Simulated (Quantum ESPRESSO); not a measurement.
WC (Qusongite) in Quantum ESPRESSO: the effect of functional

The system is WC (Qusongite).

```
W C
1.0
     2.90650    0.00000    0.00000
    -1.45325    2.51710    0.00000
     0.00000    0.00000    2.83660
W C
1 1
Direct
  0.00000 0.00000 0.00000
  0.66667 0.33333 0.50000
```

Alike in all runs:

| Quantity | Value |
| --- | --- |
| Program | Quantum ESPRESSO 7.5 |
| Task | phonons |
| Cutoff | 762 eV |
| Density cutoff | 6095 eV |
| k mesh | 10 × 10 × 9 |
| Occupations | cold, width 0.2 eV |
| Spin | no spin polarisation |

Each run relaxes the cell or the atoms first.

Q: One run gave: relaxed volume 10.16 Å³/atom; highest phonon frequency 630 cm⁻¹. Which functional did it use?
A. PBEsol
B. LDA
C. AM05
D. WC
E. RPBE

A: B.

| functional | potentials or basis | relaxed volume (Å³/atom) | highest phonon frequency (cm⁻¹) |
| --- | --- | --- | --- |
| LDA | GBRV 1.5 LDA | 10.16 | 630 |
| PBEsol | GBRV 1.5 PBEsol | 10.31 | 625 |
| RPBE | GBRV 1.5 PBE | 10.63 | 603 |
| AM05 | GBRV 1.5 PBE | 10.29 | 628 |
| WC | GBRV 1.5 PBE | 10.39 | 619 |

Caveats: the mesh is thin for the phonons of a metal; the potentials were made for another functional, which shifts forces and pressure (some runs).

Runs at the PBE level aren't shown here.
